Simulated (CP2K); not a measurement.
**PbF2 (Fluorocronite) under changes of volume**

One of the cells (17.354 Å³/atom); the others are scaled copies at fixed shape and fractional positions:

```xyz
3
Lattice="4.1912 0.0000 0.0000 2.0956 3.6297 0.0000 2.0956 1.2099 3.4221" Properties=species:S:1:pos:R:3 pbc="T T T"
Pb    0.0000    0.0000    0.0000
F     6.2869    3.6297    2.5666
F     2.0956    1.2099    0.8555
```

```yaml
Program: CP2K 2026.2
Functional: LDA
Potentials_or_basis: GTH_POTENTIALS Pb GTH-PADE-q4, F GTH-PADE-q7; DZVP-MOLOPT-PBE-GTH basis
Density_cutoff: 10204 eV
k_mesh: 8 × 8 × 8
Occupations: fermi-dirac, width 0.05 eV
Spin: no spin polarisation
```

| volume (Å³/atom) | energy over the lowest point (meV/atom) | pressure (GPa) | gap on the mesh (eV) |
| --- | --- | --- | --- |
| 16.313 | 0.00 | -0.7 | 4.16 |
| 16.660 | 3.39 | -2.4 | 4.17 |
| 17.007 | ? | ? | ? |
| 17.354 | 20.06 | -5.2 | 4.17 |
| 17.701 | 32.61 | -6.4 | 4.16 |
| 18.048 | 47.54 | -7.4 | 4.15 |
| 18.395 | 64.57 | -8.3 | 4.13 |

What does the run at 17.007 Å³/atom give?

Energy over the lowest point 10.20 meV/atom; pressure -3.9 GPa; gap on the mesh 4.17 eV.

Worked out: A Birch-Murnaghan fit of order 3 (a polynomial in V^(-2/3)) to the other rows has its minimum at 16.18 Å³/atom, just outside them, with B0 = V·E''(V) = 87 GPa and B' = 4.7. It gives 10.21 meV/atom at 17.007 Å³/atom, against the run's 10.20, and -dE/dV = -3.9 GPa, against -3.9. A parabola through the other rows of the gap, of slope 0.00462 eV per unit of ln V there, gives 4.17 eV, against the run's 4.17.

Energies are extrapolated to zero smearing.

Caveats: spin-orbit coupling is left out, which as a rule narrows the gap of such compounds by several tenths of an eV; the basis of atomic orbitals isn't converged, which shifts pressures, moduli and gaps.

A mesh can miss the band edges.
